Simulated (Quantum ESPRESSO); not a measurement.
Wanted: the native input for a Quantum ESPRESSO 7.5 run.

- Task: band structure
- Functional: revPBE
- Potentials or basis: PseudoDojo 0.4.1 SR PBE standard
- Cutoff: 789 eV
- Density cutoff: 3157 eV
- k mesh: 9 × 9 × 5
- Occupations: fermi-dirac, width 0.05 eV
- Spin: no spin polarisation
- Mixing beta: 0.5
- Most SCF iterations: 120
- SCF threshold: 6e-10 Ry

TaS2:

```
Ta S
1.0
     3.35000    0.00000    0.00000
    -1.67500    2.90119    0.00000
     0.00000    0.00000    5.86000
Ta S
1 2
Cartesian
  0.0000 0.0000 0.0000
  1.6750 0.9671 4.3950
  0.0000 1.9341 1.4650
```

The input as run:

pw.in

```
&CONTROL
  calculation = 'scf'
  prefix = 'pwscf'
  outdir = './tmp'
  pseudo_dir = './pseudo'
  tprnfor = .true.
  tstress = .true.
  disk_io = 'low'
/
&SYSTEM
  ibrav = 0
  nat = 3
  ntyp = 2
  ecutwfc = 58
  nbnd = 19
  input_dft = 'revpbe'
  occupations = 'smearing'
  smearing = 'fd'
  degauss = 0.00367493
/
&ELECTRONS
  conv_thr = 6d-10
  electron_maxstep = 120
  mixing_beta = 0.5
/
ATOMIC_SPECIES
Ta   180.9479 Ta.upf
S     32.0600 S.upf
CELL_PARAMETERS bohr
   6.3305825175    0.0000000000    0.0000000000
  -3.1652912587    5.4824452809    0.0000000000
   0.0000000000    0.0000000000   11.0737950903
ATOMIC_POSITIONS bohr
Ta     0.0000000000    0.0000000000    0.0000000000
S      3.1652912591    1.8274817601    8.3053463177
S     -0.0000000003    3.6549635208    2.7684487726
K_POINTS automatic
9 9 5 0 0 0
```

bands.in

```
&CONTROL
  calculation = 'bands'
  prefix = 'pwscf'
  outdir = './tmp'
  pseudo_dir = './pseudo'
  disk_io = 'low'
  verbosity = 'high'
/
&SYSTEM
  ibrav = 0
  nat = 3
  ntyp = 2
  ecutwfc = 58
  nbnd = 19
  input_dft = 'revpbe'
  occupations = 'smearing'
  smearing = 'fd'
  degauss = 0.00367493
/
&ELECTRONS
  conv_thr = 1d-08
  electron_maxstep = 120
  mixing_beta = 0.5
  diago_full_acc = .true.
/
ATOMIC_SPECIES
Ta   180.9479 Ta.upf
S     32.0600 S.upf
CELL_PARAMETERS bohr
   6.3305825175    0.0000000000    0.0000000000
  -3.1652912587    5.4824452809    0.0000000000
   0.0000000000    0.0000000000   11.0737950903
ATOMIC_POSITIONS bohr
Ta     0.0000000000    0.0000000000    0.0000000000
S      3.1652912591    1.8274817601    8.3053463177
S     -0.0000000003    3.6549635208    2.7684487726
K_POINTS crystal
60
 0.0000000000  0.0000000000  0.0000000000 1
 0.0625000000  0.0000000000  0.0000000000 1
 0.1250000000  0.0000000000  0.0000000000 1
 0.1875000000  0.0000000000  0.0000000000 1
 0.2500000000  0.0000000000  0.0000000000 1
 0.3125000000  0.0000000000  0.0000000000 1
 0.3750000000  0.0000000000  0.0000000000 1
 0.4375000000  0.0000000000  0.0000000000 1
 0.5000000000  0.0000000000  0.0000000000 1
 0.4583333333  0.0833333333  0.0000000000 1
 0.4166666667  0.1666666667  0.0000000000 1
 0.3750000000  0.2500000000  0.0000000000 1
 0.3333333333  0.3333333333  0.0000000000 1
 0.2962962963  0.2962962963  0.0000000000 1
 0.2592592593  0.2592592593  0.0000000000 1
 0.2222222222  0.2222222222  0.0000000000 1
 0.1851851852  0.1851851852  0.0000000000 1
 0.1481481481  0.1481481481  0.0000000000 1
 0.1111111111  0.1111111111  0.0000000000 1
 0.0740740741  0.0740740741  0.0000000000 1
 0.0370370370  0.0370370370  0.0000000000 1
 0.0000000000  0.0000000000  0.0000000000 1
 0.0000000000  0.0000000000  0.1250000000 1
 0.0000000000  0.0000000000  0.2500000000 1
 0.0000000000  0.0000000000  0.3750000000 1
 0.0000000000  0.0000000000  0.5000000000 1
 0.0625000000  0.0000000000  0.5000000000 1
 0.1250000000  0.0000000000  0.5000000000 1
 0.1875000000  0.0000000000  0.5000000000 1
 0.2500000000  0.0000000000  0.5000000000 1
 0.3125000000  0.0000000000  0.5000000000 1
 0.3750000000  0.0000000000  0.5000000000 1
 0.4375000000  0.0000000000  0.5000000000 1
 0.5000000000  0.0000000000  0.5000000000 1
 0.4666666667  0.0666666667  0.5000000000 1
 0.4333333333  0.1333333333  0.5000000000 1
 0.4000000000  0.2000000000  0.5000000000 1
 0.3666666667  0.2666666667  0.5000000000 1
 0.3333333333  0.3333333333  0.5000000000 1
 0.3030303030  0.3030303030  0.5000000000 1
 0.2727272727  0.2727272727  0.5000000000 1
 0.2424242424  0.2424242424  0.5000000000 1
 0.2121212121  0.2121212121  0.5000000000 1
 0.1818181818  0.1818181818  0.5000000000 1
 0.1515151515  0.1515151515  0.5000000000 1
 0.1212121212  0.1212121212  0.5000000000 1
 0.0909090909  0.0909090909  0.5000000000 1
 0.0606060606  0.0606060606  0.5000000000 1
 0.0303030303  0.0303030303  0.5000000000 1
 0.0000000000  0.0000000000  0.5000000000 1
 0.5000000000  0.0000000000  0.5000000000 1
 0.5000000000  0.0000000000  0.3750000000 1
 0.5000000000  0.0000000000  0.2500000000 1
 0.5000000000  0.0000000000  0.1250000000 1
 0.5000000000  0.0000000000  0.0000000000 1
 0.3333333333  0.3333333333  0.0000000000 1
 0.3333333333  0.3333333333  0.1250000000 1
 0.3333333333  0.3333333333  0.2500000000 1
 0.3333333333  0.3333333333  0.3750000000 1
 0.3333333333  0.3333333333  0.5000000000 1
```

Potentials or basis: PseudoDojo 0.4.1 SR PBE standard.

Run with:

```sh
$ OMP_NUM_THREADS=1 pw.x -in pw.in > pw.out
$ OMP_NUM_THREADS=1 pw.x -in bands.in > bands.out
```

Results of the run:

```
Pressure               : 10.8 GPa
Largest force          : 1.244 eV/Å
Band gap on the k mesh : none (metal or under the smearing width)
```

Caveat: the potentials were made for another functional, which shifts forces and pressure; spin-orbit coupling is left out, which moves the levels of the heavy elements; this functional lacks dispersion, which binds the layers, so the pressure and a relaxed spacing across them are unreliable.

Run time: 63 s on 1 thread of Arm Neoverse V2, with other jobs on the host, peak memory 0.1 GiB.
